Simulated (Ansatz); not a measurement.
AlNi3:

```xyz
4
Lattice="3.5231 0.0000 0.0000 0.0000 3.5231 0.0000 0.0000 0.0000 3.5231" Properties=species:S:1:pos:R:3 pbc="T T T"
Ni    1.7615    1.7615    0.0000
Ni    1.7615    0.0000    1.7615
Ni    0.0000    1.7615    1.7615
Al    0.0000    0.0000    0.0000
```

The cell is a database's computed one.

Base run:

| Item | Value |
| --- | --- |
| Program | Ansatz 0.2.0 |
| Functional | PBEsol |
| Potentials or basis | Ansatz PAW |
| Cutoff | 420 eV (not typed: the program's choice for these potentials) |
| k mesh | 6 × 6 × 6 |
| Occupations | fermi-dirac, width 0.05 eV |
| Spin | collinear spin, ferromagnetic start |
| Starting moments | [1.2666666667, 1.2666666667, 1.2666666667, 0.0] μB |
| Fixed moment | 3.8 μB |

Its results: pressure 10.5 GPa; site moments Ni +1.11; Al +0.14 μB.

The run is repeated on the same cell with these changes: fixed moment from 3.8 μB to 3 μB; moments at the start from [1.27, 1.27, 1.27, 0.0] to [1.0, 1.0, 1.0, 0.0]. What comes out?

Pressure 6.4 GPa; site moments Ni +0.91; Al +0.08 μB.

Caveats: the total moment is fixed, so each spin has its own Fermi level; the PAW data sets come from PBE, with cores solved anew for the run's functional, which leaves a small shift of forces and pressure; the thresholds are loose for stress.
